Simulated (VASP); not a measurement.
# Ge (P6_3/mmc) in VASP: notebook

The runs below take Ge through relaxation of cell and atoms, with PBEsol.

Everything below comes from runs of VASP 6.6.1. Logs are shortened: lines on timing, memory, paths and dates and some standing lists are left out, and cuts for length are marked.

## Step 1: The structure

The structure is hexagonal, space group P6_3/mmc (No. 194). Conventional cell: a = 3.998 Å, b = 3.998 Å, c = 6.599 Å, α = 90.00°, β = 90.00°, γ = 120.00°. Ge (site symmetry 3m) is surrounded by 4 Ge at 2.45 to 2.47 Å.

This isn't the form of Ge at room conditions, which is diamond.

## Step 2: Relaxation of cell and atoms, PBEsol

Input file INCAR:

```
ALGO = Normal ; EDIFF = 1E-6
EDIFFG = -0.01 ; ENCUT = 600
GGA = PS ; IBRION = 2
ISIF = 3 ; ISMEAR = 0
LASPH = True ; LCHARG = False
LREAL = False ; LWAVE = False
NELM = 80 ; NSW = 90
PREC = Accurate ; SIGMA = 0.03
```

Input file KPOINTS:

```
k-points
0
Gamma
  12 12 5
```

Input file POSCAR:

```
Ge
1.0
    3.9975858400      0.0000000000      0.0000000000
   -1.9987929200      3.4620108900      0.0000000000
    0.0000000000      0.0000000000      6.5993779500
Ge
4
Direct
    0.6666666700      0.3333333300      0.0629012500
    0.3333333300      0.6666666700      0.5629012500
    0.6666666700      0.3333333300      0.4370987500
    0.3333333300      0.6666666700      0.9370987500
```

Potentials or basis: VASP PAW PBE potentials, release 64 (Ge_d).

Run with:

```
$ cat potpaw_PBE.64/Ge_d/POTCAR > POTCAR
$ mpirun -np 1 vasp_std > vasp.out
```

OUTCAR:

```text
EDIFF = 1E-6
   EDIFFG = -0.01
   ENCUT = 600
   GGA = PS
   IBRION = 2
   ISIF = 3
   ISMEAR = 0
   LASPH = True
   LREAL = False
   NELM = 80
   NSW = 90
   PREC = Accurate

 ion  position               nearest neighbor table
   1  0.667  0.333  0.063-   4 2.45   4 2.45   4 2.45   3 2.47
   2  0.333  0.667  0.563-   3 2.45   3 2.45   3 2.45   4 2.47
   3  0.667  0.333  0.437-   2 2.45   2 2.45   2 2.45   1 2.47
   4  0.333  0.667  0.937-   1 2.45   1 2.45   1 2.45   2 2.47

  LATTYP: Found a hexagonal cell.
 ALAT       =     3.9975858400
 C/A-ratio  =     1.6508408360

  Lattice vectors:

 A1 = (   3.9975858400,   0.0000000000,   0.0000000000)
 A2 = (  -1.9987929200,   3.4620108900,   0.0000000000)
 A3 = (   0.0000000000,   0.0000000000,   6.5993779500)

Analysis of symmetry for initial positions (statically):
=====================================================================
 Subroutine PRICEL returns:
 Original cell was already a primitive cell.

 Routine SETGRP: Setting up the symmetry group for a
 hexagonal supercell.

 Subroutine GETGRP returns: Found 24 space group operations
 (whereof 12 operations were pure point group operations)
 out of a pool of 24 trial point group operations.

The static configuration has the point symmetry D_3d.
 The point group associated with its full space group is D_6h.

Analysis of symmetry for dynamics (positions and initial velocities):
=====================================================================
 Subroutine PRICEL returns:
 Original cell was already a primitive cell.

 Routine SETGRP: Setting up the symmetry group for a
 hexagonal supercell.

 Subroutine GETGRP returns: Found 24 space group operations
 (whereof 12 operations were pure point group operations)
 out of a pool of 24 trial point group operations.

The dynamic configuration has the point symmetry D_3d.
 The point group associated with its full space group is D_6h.

 Subroutine INISYM returns: Found 24 space group operations
 (whereof 12 operations are pure point group operations),
 and found     1 'primitive' translations

----------------------------------------------------------------------------------------

                                     Primitive cell

  volume of cell :      91.3333

  direct lattice vectors                    reciprocal lattice vectors
     3.997585840  0.000000000  0.000000000     0.250150976  0.144424733  0.000000000
    -1.998792920  3.462010890  0.000000000     0.000000000  0.288849467  0.000000000
     0.000000000  0.000000000  6.599377950     0.000000000  0.000000000  0.151529433

  length of vectors
     3.997585840  3.997585839  6.599377950     0.288849467  0.288849467  0.151529433

  position of ions in fractional coordinates (direct lattice)
     0.666666670  0.333333330  0.062901250
     0.333333330  0.666666670  0.562901250
     0.666666670  0.333333330  0.437098750
     0.333333330  0.666666670  0.937098750

  ion indices of the primitive-cell ions
   primitive index   ion index
                 1           1
                 2           2
                 3           3
                 4           4

----------------------------------------------------------------------------------------

 KPOINTS: k-points

Automatic generation of k-mesh.
 Grid dimensions read from file:
 generate k-points for:   12   12    5

 Generating k-lattice:

  Cartesian coordinates                     Fractional coordinates (reciprocal lattice)
     0.020845915  0.012035394  0.000000000     0.083333333  0.000000000  0.000000000
     0.000000000  0.024070789  0.000000000     0.000000000  0.083333333  0.000000000
     0.000000000  0.000000000  0.030305887     0.000000000  0.000000000  0.200000000

  Length of vectors
     0.024070789  0.024070789  0.030305887

  Shift w.r.t. Gamma in fractional coordinates (k-lattice)
     0.000000000  0.000000000  0.000000000

 Subroutine IBZKPT returns following result:
 ===========================================

 Found     57 irreducible k-points:

 Following reciprocal coordinates:
            Coordinates               Weight
  0.000000  0.000000  0.000000      1.000000
  0.083333  0.000000  0.000000      6.000000
  0.166667  0.000000  0.000000      6.000000
  0.250000  0.000000  0.000000      6.000000
  0.333333  0.000000  0.000000      6.000000
  0.416667  0.000000  0.000000      6.000000
[... 16 lines left out ...]
  0.250000  0.000000  0.200000     12.000000
  0.333333  0.000000  0.200000     12.000000
 [... further k-points ...]
   k-points           NKPTS =     57   k-points in BZ     NKDIM =     57   number of bands    NBANDS=     33
   number of dos      NEDOS =    301   number of ions     NIONS =      4
   total plane-waves  NPLWV =  55296
   dimension x,y,z NGX =    32 NGY =   32 NGZ =   54
   dimension x,y,z NGXF=    64 NGYF=   64 NGZF=  108
   ions per type =               4
   NGX,Y,Z   is equivalent  to a cutoff of  13.31, 13.31, 13.60 a.u.
   NGXF,Y,Z  is equivalent  to a cutoff of  26.62, 26.62, 27.21 a.u.
 SYSTEM =  unknown system
   PREC   = accura    normal or accurate (medium, high low for compatibility)
   ISTART =      0    job   : 0-new  1-cont  2-samecut
   ICHARG =      2    charge: 1-file 2-atom 10-const
   ISPIN  =      1    spin polarized calculation?
   LNONCOLLINEAR =      F non collinear calculations
   LSORBIT =      F    spin-orbit coupling
   LASPH  =      T    aspherical Exc in radial PAW
   ENCUT  =  600.0 eV  44.10 Ry    6.64 a.u.   7.98  7.98 13.18*2*pi/ulx,y,z
   NELM   =     80;   NELMIN=  2; NELMDL= -5     # of ELM steps
   EDIFF  = 0.1E-05   stopping-criterion for ELM
   LREAL  =      F    real-space projection
   EDIFFG = -.1E-01   stopping-criterion for IOM
   NSW    =     90    number of steps for IOM
   IBRION =      2    ionic relax: 0-MD 1-quasi-New 2-CG
   NFREE  =      1    steps in history (QN), initial steepest desc. (CG)
   ISIF   =      3    stress and relaxation
   ISYM   =      2    0-nonsym 1-usesym 2-fastsym
   POTIM  = 0.5000    time-step for ionic-motion
   TEBEG  =    0.0;   TEEND  =   0.0 temperature during run
   PSTRESS=    0.0 pullay stress
   NELECT =      56.0000    total number of electrons
   NUPDOWN=      -1.0000    fix difference up-down
   EMIN   =  10.00;   EMAX   =-10.00  energy-range for DOS
   EFERMI =   0.00;   METHOD = LEGACY
   ISMEAR =     0;   SIGMA  =   0.03  broadening in eV -4-tet -1-fermi 0-gaus
   EFERMI_NEDOS =   21; number of points for ismear=-14 and -15
   IALGO  =     38    algorithm
   IMIX   =      4    mixing-type and parameters
     AMIX     =   0.40;   BMIX     =  1.00
     AMIX_MAG =   1.60;   BMIX_MAG =  1.00
  volume/ion in A,a.u.               =      22.83       154.09
  Fermi-wavevector in a.u.,A,eV,Ry     =   1.390789  2.628209 26.317650  1.934293
  Thomas-Fermi vector in A             =   2.514690
   LORBIT       =      0    0 simple, 1 ext, 2 COOP (PROOUT), +10 PAW based schemes
   GGA     = PS    functional components
   LHFCALC =     F    Hartree Fock is set to
   AEXX    =    0.0000 exact exchange contribution
   IVDW    =     0    specifies the selected vdW correction
   LEPSILON=     F    determine dielectric tensor
   LRPA    =     F    only Hartree local field effects (RPA)
 conjugate gradient relaxation of ions
 non-spin polarized calculation
 Gauss-broadening in eV      SIGMA  =   0.03
  energy-cutoff  :      600.00
  volume of cell :       91.33
 maximum number of plane-waves:      3072
 NGX is ok and might be reduce to    32
   NGX = 15   NGY = 15   NGZ = 27

--------------------------------------- Ionic step        1  -------------------------------------------

 number of electron      55.9999987 magnetization

 Free energy of the ion-electron system (eV)
  ---------------------------------------------------
  ext. energy  EPLUGINS =         0.00000000
  ---------------------------------------------------
  free energy    TOTEN  =       -19.68408342 eV

  energy without entropy =      -19.68396464  energy(sigma->0) =      -19.68402403

------------------------ aborting loop because EDIFF is reached ----------------------------------------

  FORCE on cell =-STRESS in cart. coord.  units (eV):
  Direction    XX          YY          ZZ          XY          YZ          ZX
  --------------------------------------------------------------------------------------
  -------------------------------------------------------------------------------------
  Total       -0.0668356     -0.0668356     -0.1064732      0.0000000      0.0000000      0.0000000
  in kB       -1.1724361     -1.1724361     -1.8677634      0.0000000      0.0000000      0.0000000
  external PRESSURE =      -1.4042119 kB  Pullay stress =       0.0000000 kB
[... 61 lines left out ...]
  energy  without entropy=      -19.6839463260  energy(sigma->0) =      -19.68400257

--------------------------------------- Ionic step        3  -------------------------------------------

 number of electron      55.9999988 magnetization

 Free energy of the ion-electron system (eV)
  ---------------------------------------------------
  ext. energy  EPLUGINS =         0.00000000
  ---------------------------------------------------
  free energy    TOTEN  =       -19.68412953 eV

  energy without entropy =      -19.68401095  energy(sigma->0) =      -19.68407024

 E-fermi :   4.8270     XC(G=0): -10.0875

 val. band max:        4.8098265863   @ k =   0.0000   0.0000   0.0000
 cond. band min:       4.8339147680   @ k =   0.0000   0.0000   0.2000
 fundamental gap:      0.0240881816
 Fermi energy:         4.8270020474

 k-point     1 :       0.0000    0.0000    0.0000
  band No.  band energies     occupation
      1     -20.0029      2.00000
      2     -20.0029      2.00000
      3     -19.9646      2.00000
      4     -19.9644      2.00000
      5     -19.9644      2.00000
      6     -19.9515      2.00000
[... 853 lines left out ...]
     32       8.9215      0.00000
     33       9.5775      0.00000

 [... further k-points ...]

------------------------ aborting loop because EDIFF is reached ----------------------------------------

  FORCE on cell =-STRESS in cart. coord.  units (eV):
  Direction    XX          YY          ZZ          XY          YZ          ZX
  --------------------------------------------------------------------------------------
  -------------------------------------------------------------------------------------
  Total       -0.0154301     -0.0154301     -0.0385111      0.0000000     -0.0000000      0.0000000
  in kB       -0.2709543     -0.2709543     -0.6762570      0.0000000     -0.0000000      0.0000000
  external PRESSURE =      -0.4060552 kB  Pullay stress =       0.0000000 kB
[... 19 lines left out ...]
  FREE ENERGIE OF THE ION-ELECTRON SYSTEM (eV)
  ---------------------------------------------------
  free  energy   TOTEN  =       -19.6841295293 eV

  energy  without entropy=      -19.6840109525  energy(sigma->0) =      -19.68407024

 reached required accuracy - stopping structural energy minimisation
```

Run time: 2.2 min. Hardware: 1 thread of Intel Xeon 6975P-C (Granite Rapids), shared host; peak memory 0.32 GiB.

Results:

- Free energy: -19.6841 eV
- Relaxed volume: 22.81 Å³/atom
- Relaxed cell: a = 3.996 Å, b = 3.996 Å, c = 6.596 Å, α = 90.00°, β = 90.00°, γ = 120.00°
- Space group after relaxing (to 0.05 Å): P6_3/mmc (No. 194)
- Energy gained by relaxing: 0.0 meV/atom
- Ionic steps: 3
- Pressure after relaxing: 0.0 GPa
- Band gap on the k mesh: 0.02 eV, indirect (least direct gap 0.12 eV)

Final structure:
```xyz
4
Lattice="3.9964 0.0000 0.0000 -1.9982 3.4610 0.0000 0.0000 0.0000 6.5964" Properties=species:S:1:pos:R:3 pbc="T T T"
Ge    1.9982    1.1537    0.4150
Ge    0.0000    2.3073    3.7131
Ge    1.9982    1.1537    2.8832
Ge    0.0000    2.3073    6.1814
```

Caveat: the PAW data sets were made with another functional, which shifts forces and pressure a little; an odd mesh through Γ misses points on the zone boundary, where band edges often lie. As with any semilocal functional, this PBEsol gap is likely too small.

(Continued in part 2 of 2.)
